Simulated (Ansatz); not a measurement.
# Si (Fd-3m): the host for defect calculations

Before any defect goes in: Si (Fd-3m) at rest, and how it screens a charge.

Main program and level: Ansatz 0.2.0; plane-wave PAW DFT, PBEsol; relaxation of the host's cell and atoms; PAW set soft_1, in the first sound run; inputs show where later runs differ.

Experimental background.

“Enhanced near-infrared absorber: two-step fabricated structured black silicon and its device application” (2018, pmc:6179974) reports for Si, diamond cubic, by absorptance spectroscopy with Tauc analysis (unstructured n-type silicon wafer, reference for black silicon, 300 K): band gap (indirect optical gap from Tauc plot of Kubelka-Munk function) 1.12 eV [Extrapolated Tauc tangent of Kubelka-Munk function at room temperature; phonon-assisted …].

### Step 1. The structure

The structure is cubic, space group Fd-3m (No. 227). Conventional cell: a = 5.444 Å, b = 5.444 Å, c = 5.444 Å, α = 90.00°, β = 90.00°, γ = 90.00°. Nearest to Si lie 4 Si at 2.36 Å.

Coordinates:

```cif
data_structure
_symmetry_space_group_name_H-M 'Fd-3m:1'
_symmetry_Int_Tables_number 227
_cell_length_a 5.4437
_cell_length_b 5.4437
_cell_length_c 5.4437
_cell_angle_alpha 90.000
_cell_angle_beta 90.000
_cell_angle_gamma 90.000
_cell_volume 161.32
loop_
_atom_site_label
_atom_site_type_symbol
_atom_site_symmetry_multiplicity
_atom_site_Wyckoff_symbol
_atom_site_fract_x
_atom_site_fract_y
_atom_site_fract_z
_atom_site_occupancy
Si1 Si 8 a 0.25000 0.25000 0.25000 1
```

### Step 2. Host cell relaxation

Cell and atoms are relaxed together, until forces and stress fall under their thresholds.

cell/input.yaml

```yaml
crystal:
  lattice:
    - [0.0, 2.7218512, 2.7218512]
    - [2.7218512, 0.0, 2.7218512]
    - [2.7218512, 2.7218512, 0.0]
  atoms:
    - { symbol: Si, position: [0.75, 0.75, 0.75] }
    - { symbol: Si, position: [0.5, 0.5, 0.5] }
basis:
  ecutwfc: 420
  xc_grid: 2
hamiltonian:
  xc: pbesol
  pseudopotentials: { kind: paw, azcp: { folder: soft_1 }, xc_functional: pbe }
kpoints:
  mp_grid: { grid: [9, 9, 9] }
scf:
  occupations: { method: fixed }
  max_iter: 100
relax:
  f_tol: 0.005
  max_steps: 60
  cell: {}
output:
  forces: true
  stress: true
checkpoint:
  write: "../cell.run"
  compress: false
  write_wavefunctions: false
  write_every: 100000
```

The run is started by

```
ansatz run input.yaml --threads 32 --pin off --max-ram 84787MiB --backend cuda --events-out ev --progress --plain --runs-dir out --max-vram 78GiB
```

Numbers of over 12 decimals in the logs are rounded to 6 here.

Output:

```text
[... repeated set-up lines and file paths are left out, and long positions are rounded to six places ...]
Engine: ansatz 0.2.0, aarch64-unknown-linux-gnu
Pseudopotentials: kind: paw
Pseudopotential: Si, paw, valence charge 4, recommended cutoff 420 eV (normal), soft_1/Si.paw.azcp
Functional definition: PBEsol
  exchange = pbesol_x
  correlation = pbesol_c
device memory: the entry about to start is reckoned to put 0.7 GiB on a device that reports 171.8 GiB free (of which the cap on the GPU budget leaves the run 78.0 GiB)
GPU FFT provider: cuFFT
GPU libraries: cuBLAS 13.8.1, cuFFT 12.4.0, cuSOLVER 12.3.2
GPU matrix products: emulated (plane waves: as basis.precision tells), large ones in fixed point in workspaces of 1.00 GiB
Crystal: 2 atoms, lattice volume = 40.330 Å³
Basis set: ecut = 420 eV, 749 PW (Γ), exchange–correlation on 54×54×54 points (8 copies of the dense FFT grid, shifted against one another)
Bands: 8, of which v1, the nominal top of the filled ones, is band 4 counted from 1 (3 counted from 0)
Symmetry: 48 space group operations
Space group: Fd-3m (ITA 227), of the structure as read, at distance tolerance 3.4e-5 Å
k-points: 35 of 729
Non-local potential: Si, projectors of the file, l = 0: 2, l = 1: 2, l = 2: 1
PAW form: soft (Blöchl's): semilocal exchange-correlation on the pseudo side does not see the compensation charge
PAW frozen core: Si, regenerated for the run's functional, and the local potential with it (the file was generated under x = pbe(κ = 0.804, μ = 0.219515), c = pbe(β = 0.066725))
PAW one-centre angular grid: Si, 110 points (default); XC on 64 Gauss nodes
Initial density: superposition of atomic densities (chi_scale 0.1, normalization cell)
Initial wavefunctions: pseudopotential atomic-orbital guess
GPU buffer pool allocated for 19683 grid points (all kernels)
GPU transforms: local potential and band sums: pruned to the plane-wave sphere, on 25×25×25
Functional: x = pbesol(κ = 0.804, μ = 0.123457), c = pbesol(β = 0.046)
SCF iter   1: F=—  HF=-1243.200084 eV  |Δ(HF+E_count)|=         —  Δρ=4.55e-2  dr2=7.42e-1  Hψ=2040
preconditioner: auto → none  [insulator: Δε(μ)=0.842 eV  Ē_g=9.530 eV  n_scr=8 (ndim 8)  ℏωp=16.5 eV  f_vac=0.000  ε∞_Penn≈4.0]
SCF iter   2: F=—  HF=-1243.014724 eV  |Δ(HF+E_count)|=   1.85e-1  Δρ=1.96e-2  dr2=1.19e-1  Hψ=619
SCF iter   3: F=—  HF=-1242.986345 eV  |Δ(HF+E_count)|=   2.84e-2  Δρ=1.40e-3  dr2=5.25e-4  Hψ=380
SCF iter   4: F=—  HF=-1242.986475 eV  |Δ(HF+E_count)|=   1.30e-4  Δρ=1.24e-4  dr2=3.13e-6  Hψ=473
SCF iter   5: F=—  HF=-1242.986451 eV  |Δ(HF+E_count)|=   2.42e-5  Δρ=8.81e-6  dr2=3.27e-8  Hψ=935
SCF iter   6: F=-1242.986451 eV  HF=-1242.986451 eV  |Δ(HF+E_count)|=   1.89e-8  Δρ=6.25e-7  dr2=9.95e-11  Hψ=994
SCF 1 converged in 6 iterations: F = -1242.986451 eV  dr2 = 9.95e-11
  greatest PAW one-centre occupation: 0.626 electrons in one spin orbital (limit 2), on the Si atom at site 1 (counted from 0), in its partial waves of l = 0
relax step   1: F+E_penalty+E_count = -1242.98645087 eV  Δ(F+E_penalty+E_count) = +0.000e0 eV  max|allowed force component| = 1.619e-17 eV/Å  Δτ_max = 0.0000 Å  P = -0.523 GPa  Ω = 40.330 Å³  (6 SCF iters, dr2 threshold 1.00e-7 eV, accepted)
[... the SCF cycles and remarks between the steps are left out from here to the last step ...]
relax step   2: F+E_penalty+E_count = -1242.98680480 eV  Δ(F+E_penalty+E_count) = -3.539e-4 eV  max|allowed force component| = 3.701e-17 eV/Å  Δτ_max = 0.0000 Å  P = -0.123 GPa  Ω = 40.156 Å³  energy of the carried Pulay correction = +3.152e-6 eV  (3 SCF iters, dr2 threshold 2.00e-7 eV, accepted)
relax step   3: F+E_penalty+E_count = -1242.98682611 eV  Δ(F+E_penalty+E_count) = -2.131e-5 eV  max|allowed force component| = 3.643e-17 eV/Å  Δτ_max = 0.0000 Å  P = +0.001 GPa  Ω = 40.103 Å³  energy of the carried Pulay correction = +4.122e-6 eV  (3 SCF iters, dr2 threshold 3.80e-8 eV, accepted)
Initial wavefunctions: pseudopotential atomic-orbital guess (no wavefunctions were taken with the density)
iter 1 solved again at ethr=7.60e-8 eV; its pass at ethr=3.10e-3 eV (dr2=6.08e-6 eV) is discarded
SCF iter   1: F=—  HF=-1242.986859 eV  |Δ(HF+E_count)|=         —  Δρ=3.56e-6  dr2=3.61e-9  Hψ=2940
SCF iter   2: F=—  HF=-1242.986822 eV  |Δ(HF+E_count)|=   3.65e-5  Δρ=1.99e-6  dr2=1.09e-9  Hψ=429
SCF iter   3: F=-1242.986822 eV  HF=-1242.986822 eV  |Δ(HF+E_count)|=  6.86e-10  Δρ=2.31e-7  dr2=1.39e-11  Hψ=2317
SCF 4 converged in 3 iterations: F = -1242.986822 eV  dr2 = 1.39e-11
relax step   4: F+E_penalty+E_count = -1242.98682221 eV  Δ(F+E_penalty+E_count) = +3.897e-6 eV  max|allowed force component| = 2.718e-17 eV/Å  Δτ_max = 0.0000 Å  P = +0.001 GPa  Ω = 40.103 Å³  stress off target by 1.20e-3 GPa  SCF on the basis re-selected at this cell (its energy is not comparable with the rows above)  (3 SCF iters)
basis re-selected at this cell: Δ(F+E_penalty+E_count) = +3.897e-6 eV, ΔP = +0.000 GPa vs the last step (what re-selecting the basis moved, of the pressure what is left beyond the Pulay correction that the steps carried, after the strain that the cell walked [...]
SCF converged after 3 iterations
Free energy (F): -1242.986822 eV
Harris-Foulkes:  -1242.986822 eV  (|F-HF|=3.87e-12)
Internal energy: -1242.986822 eV  (E = F + TS)
E sigma→0 (E₀):  -1242.986822 eV
Fermi energy:    6.156960 eV
--- Per-component energies (eV) ---
  E_band       = 8.591836
  E_kinetic    = 80.988311
  E_local      = -48.891063  (includes V_loc(G=0)·N_el)
  E_nonlocal   = 45.841804
  E_hartree    = 14.658543
  E_xc         = -111.719270
  E_vxc        = -95.461608  (∫ρ·V_xc dr)
  E_paw        = -995.513298  (= ΣΔE_a)
  E_vpaw       = -3.202756  (= ΣTr[D̂ρ^β])
  E_aug_tail   = 0.000075  (compensation charges beyond the density's cutoff)
  E_ewald      = -228.415045
  E_core_change = 0.063121  (= ΣΔE_core)
  E_smearing   = -0.000000  (= −TS)
  E_closure    = 0.000000  (closes the sum)
  Σ components = -1242.986822   (vs F -1242.986822, Δ=0.00e0)
--- Forces (eV/Å), atoms counted from 1 ---
  atom   1  Si     0.00000000     0.00000000     0.00000000
  atom   2  Si     0.00000000    -0.00000000    -0.00000000
  max |Σ_I F_I| component: 6.48e-17 eV/Å
--- Stress (GPa, compression-positive) ---
        0.001204      -0.000000      -0.000000
       -0.000000       0.001204       0.000000
       -0.000000      -0.000000       0.001204
  P = ⅓ Tr σ = 0.0012 GPa (0.012 kbar)
--- Band table (eV; the first three rows and the last of 35) ---
  k-point 0: bands = ["-5.8229", "6.1570", "6.1570", "6.1570", "8.6759", "8.6759", "8.6759", "9.4503"]
  k-point 1: bands = ["-5.6611", "4.7998", "5.9166", "5.9166", "8.6420", "9.0281", "9.0281", "10.5651"]
  [... further k-points left out ...]
--- Relaxed structure (3 steps of the walk, 3 accepted, 1 SCFs on fresh bases) ---
  F+E_penalty+E_count = -1242.98682221 eV   max|allowed force component| = 2.718e-17 eV/Å   (the final SCF, on the basis selected at the relaxed cell)
  cell:  # Å, volume = 40.1027 Å³
    - [0, 2.716738, 2.716738]
    - [2.716738, 0, 2.716738]
    - [2.716738, 2.716738, 0]
  atoms:
    - { symbol: Si, position: [0.75, 0.75, 0.75] }
    - { symbol: Si, position: [0.5, 0.5, 0.5] }
```

Run time: 1.2 s. Hardware: 1 × NVIDIA GB200 with 32 threads of Arm Neoverse V2, shared host; peak memory 1 GiB.

Step by step:

```csv
step,energy less that of the first step (eV),largest force component (eV/Å),pressure (GPa),volume (Å³)
1,0.0000,0.0000,-0.52,40.33
2,-0.0004,0.0000,-0.12,40.16
3,-0.0004,0.0000,0.00,40.10
4*,-0.0004,0.0000,0.00,40.10
```

Relaxation steps marked * repeat the geometry before them on a plane-wave basis chosen anew for their cell, so energy and pressure can jump there.

Forces are held to the 48 operations that the run works with; a distortion that breaks them can't arise in this run.

```csv
"conventional cell, symmetrised",before,after,change
a (Å),5.444,5.433,-0.2 %
b (Å),5.444,5.433,-0.2 %
c (Å),5.444,5.433,-0.2 %
volume (Å³/atom),20.16,20.05,-0.6 %
```

The relaxed structure:

```xyz
2
Lattice="0.0000 2.7167 2.7167 2.7167 0.0000 2.7167 2.7167 2.7167 0.0000" Properties=species:S:1:pos:R:3 pbc="T T T"
Si    4.0751    4.0751    4.0751
Si    2.7167    2.7167    2.7167
```

This step gave:

```
pressure : 0.001204 GPa
```

### Step 3. Dielectric tensors of the host

The response to a uniform electric field gives the electronic dielectric tensor.

This step: plane-wave PAW DFPT, PBEsol; dielectric tensors, Born charges and zone-centre modes of the host; PAW set soft_1 (Ansatz 0.2.0).

eps/input.yaml

```yaml
crystal:
  lattice:
    - [0.0, 2.7167381041, 2.7167381041]
    - [2.7167381041, 0.0, 2.7167381041]
    - [2.7167381041, 2.7167381041, 0.0]
  atoms:
    - { symbol: Si, position: [0.75, 0.75, 0.75] }
    - { symbol: Si, position: [0.5, 0.5, 0.5] }
basis:
  ecutwfc: 420
hamiltonian:
  xc: pbesol
  pseudopotentials: { kind: paw, azcp: { folder: soft_1 }, xc_functional: pbe }
kpoints:
  mp_grid: { grid: [8, 8, 8] }
scf:
  occupations: { method: fixed }
  max_iter: 100
phonons:
  method: dfpt
  dielectric: true
  rigid_motions: translations
```

Output:

```text
[...]
Crystal: 2 atoms, lattice volume = 40.103 Å³
Basis set: ecut = 420 eV, 749 PW (Γ), exchange–correlation on 64×64×64 points (8 copies of the dense FFT grid, shifted against one another)
Bands: 8, of which v1, the nominal top of the filled ones, is band 4 counted from 1 (3 counted from 0)
Symmetry: 48 space group operations
k-points: 95 of 512 (irreducible under 4 space group operations, time reversal used)
[...]
SCF iter   1: F=—  HF=-1243.202039 eV  |Δ(HF+E_count)|=         —  Δρ=4.59e-2  dr2=7.51e-1  Hψ=5579
[...]
SCF iter   2: F=—  HF=-1243.013069 eV  |Δ(HF+E_count)|=   1.89e-1  Δρ=1.98e-2  dr2=1.20e-1  Hψ=1688
[...]
SCF iter   6: F=-1242.984386 eV  HF=-1242.984386 eV  |Δ(HF+E_count)|=   2.83e-8  Δρ=4.53e-7  dr2=5.24e-11  Hψ=6559
SCF 1 converged in 6 iterations: F = -1242.984386 eV  dr2 = 5.24e-11
[...]
the response reads at least the filled bands of the reference SCF and the lowest empty band at each k-point, and that SCF's band table does not vouch for those bands. The notice of the band table in this run's record says why
[...]
NSCF: frozen V_eff on 1 k-points
[...]
DFPT response loops at Γ: preconditioner auto → none (the input reference at scf.mixing.eps_inf says where Resta's filter doesn't serve); β = 0.50; Broyden in place of MSR1
── the response to a field inside a basis, on 8×8×8 k-points: an SCF that follows is theirs, and a resumed run solves both again ──
[...]
Bands: 5, of which v1, the nominal top of the filled ones, is band 4 counted from 1 (3 counted from 0)
k-points: 60 of 512 (irreducible under 12 space group operations)
[...]
Eigensolver: Dense (60 Hₖ)
SCF iter   1: F=—  HF=-1242.988153 eV  |Δ(HF+E_count)|=         —  Δρ=1.15e-4  dr2=6.44e-6
[...]
SCF iter   3: F=-1242.988152 eV  HF=-1242.988152 eV  |Δ(HF+E_count)|=   6.02e-8  Δρ=5.35e-6  dr2=7.07e-9
SCF 1 converged in 3 iterations: F = -1242.988152 eV  dr2 = 7.07e-9
[...]
WARN: field response: ε∞ stands inside a basis, on 8×8×8 points; [...]
SCF converged after 6 iterations
Free energy (F): -1242.984386 eV
[...]
Internal energy: -1242.984386 eV  (E = F + TS)
E sigma→0 (E₀):  -1242.984386 eV
Fermi energy:    6.157984 eV
[...]
--- Band table (eV; the first three rows and the last of 95) ---
[...]
[... further k-points left out ...]
--- Phonons (Γ-DFPT): 1 representative perturbation + reference, on 95 of 512 k-points (Σ response iterations 5) ---
  k mesh reduced under 4 symmetry operations, with k and −k counted as one. Each operation leaves every solved perturbation unchanged. A smaller set is not considered because the run solves the response to a homogeneous field
  ASR residual: 5.902e-5 → 0.000e0 eV/Å²; symmetrization residual: 4.704e-14 eV/Å²
  ASR residual per site (eV/Å²): 5.90e-5 5.90e-5
  Γ frequencies (cm⁻¹): 0.00 0.00 0.00 509.07 509.07 509.07
  ε∞ (high-frequency dielectric tensor):
       13.284027     0.000000    -0.000000
        0.000000    13.284027     0.000000
       -0.000000     0.000000    13.284027
  ε⁰ (static dielectric tensor: ions relaxed, cell fixed):
       13.284027     0.000000    -0.000000
        0.000000    13.284027     0.000000
       -0.000000     0.000000    13.284027
  ε⁰ − ε∞ (ionic part):
        0.000000     0.000000     0.000000
        0.000000     0.000000     0.000000
        0.000000     0.000000     0.000000
  softest optical mode at Γ: 509.07 cm⁻¹; the repairs (sum rule, projections) moved no ω² at Γ by more than (0.76 cm⁻¹)²
  Born effective charges Z* (e; rows j = field, columns β = displacement):
    site 0:
         0.00000   -0.00000    0.00000
         0.00000   -0.00000    0.00000
        -0.00000   -0.00000    0.00000
    site 1:
         0.00000    0.00000   -0.00000
        -0.00000    0.00000   -0.00000
         0.00000    0.00000   -0.00000
  Z* charge neutrality: 1.590e-3 e pre-enforcement
  solved inside a basis spanned on kpoints, on 8×8×8 k-points, its susceptibility summed on 12×12×12: ε∞ is read to err by 5.0e-2, Z* by 5.2e-3 e (field_mesh: kpoints solves on kpoints)
  optical modes at Γ without the LO–TO term, one row a degenerate level:
      ω (cm⁻¹)  modes    IR ((D/Å)²/amu)
        509.07      3             0.0000
  optical modes at Γ + LO–TO along q̂ = [1.0000, 0.0000, 0.0000]:
      ω (cm⁻¹)  modes    IR ((D/Å)²/amu)
        509.07      3             0.0000
  optical modes at Γ + LO–TO along q̂ = [0.0000, 1.0000, 0.0000]:
      ω (cm⁻¹)  modes    IR ((D/Å)²/amu)
        509.07      3             0.0000
  optical modes at Γ + LO–TO along q̂ = [0.0000, 0.0000, 1.0000]:
      ω (cm⁻¹)  modes    IR ((D/Å)²/amu)
        509.07      3             0.0000
```

Wall time 5.2 s (1 × NVIDIA GB200 with 32 threads); peak memory 1.5 GiB.

Electronic dielectric tensor:

```
13.28  0.00  0.00
 0.00 13.28  0.00
 0.00  0.00 13.28
```

Static dielectric tensor:

```
13.28  0.00  0.00
 0.00 13.28  0.00
 0.00  0.00 13.28
```

The electronic dielectric tensor is isotropic, 13.28. The static dielectric tensor is isotropic, 13.28.

### Step 4. Host on a dense mesh

This step: plane-wave PAW DFT, PBEsol; single point of the defect-free host, a test of the k-point sampling; PAW set soft_1 (Ansatz 0.2.0).

dense/input.yaml

```yaml
crystal:
  lattice:
    - [0.0, 2.7167381041, 2.7167381041]
    - [2.7167381041, 0.0, 2.7167381041]
    - [2.7167381041, 2.7167381041, 0.0]
  atoms:
    - { symbol: Si, position: [0.75, 0.75, 0.75] }
    - { symbol: Si, position: [0.5, 0.5, 0.5] }
basis:
  ecutwfc: 420
  xc_grid: 2
hamiltonian:
  xc: pbesol
  pseudopotentials: { kind: paw, azcp: { folder: soft_1 }, xc_functional: pbe }
kpoints:
  mp_grid: { grid: [9, 9, 9] }
scf:
  occupations: { method: fermi_dirac, width: 0.01 }
  max_iter: 100
  lower_state_search: "off"
checkpoint:
  write: "../dense.run"
  compress: false
  write_wavefunctions: false
  write_every: 100000
```

Output:

```text
[...]
GPU FFT provider: cuFFT
GPU libraries: cuBLAS 13.8.1, cuFFT 12.4.0, cuSOLVER 12.3.2
[...]
Crystal: 2 atoms, lattice volume = 40.103 Å³
Basis set: ecut = 420 eV, 749 PW (Γ), exchange–correlation on 54×54×54 points (8 copies of the dense FFT grid, shifted against one another)
Bands: 8, of which v1, the nominal top of the filled ones, is band 4 counted from 1 (3 counted from 0)
Symmetry: 48 space group operations
[...]
k-points: 35 of 729
[...]
GPU buffer pool allocated for 19683 grid points (all kernels)
[...]
SCF iter   1: F=—  HF=-1243.203671 eV  |Δ(HF+E_count)|=         —  Δρ=4.58e-2  dr2=7.49e-1  Hψ=2765
[...]
SCF iter   6: F=-1242.986822 eV  HF=-1242.986822 eV  |Δ(HF+E_count)|=   2.65e-8  Δρ=5.10e-7  dr2=6.77e-11  Hψ=834
SCF 1 converged in 6 iterations: F = -1242.986822 eV  dr2 = 6.77e-11
[...]
SCF converged after 6 iterations
Free energy (F): -1242.986822 eV
[...]
Internal energy: -1242.986822 eV  (E = F + TS)
E sigma→0 (E₀):  -1242.986822 eV
Fermi energy:    6.390858 eV
[...]
```

Elapsed: 1.5 s, on 1 × NVIDIA GB200 with 32 threads; peak memory 0.83 GiB.

[end of part 1 of 2]

[Logs are printed without paths, hosts, clocks, repeated set-up lines and the standing remarks that a program may print on its own settings, such as how far it seeks lower states.]

[Hosts, paths, dates, database ids (printed as entryN), source tags and the programs' standing remarks are cut or masked in the printed files.]

[Runs of the host that timed out are not shown.]

[For some hosts the program warned that the k-mesh of the response run may be too coarse for force constants and the static dielectric constant; such warnings are not always shown.]
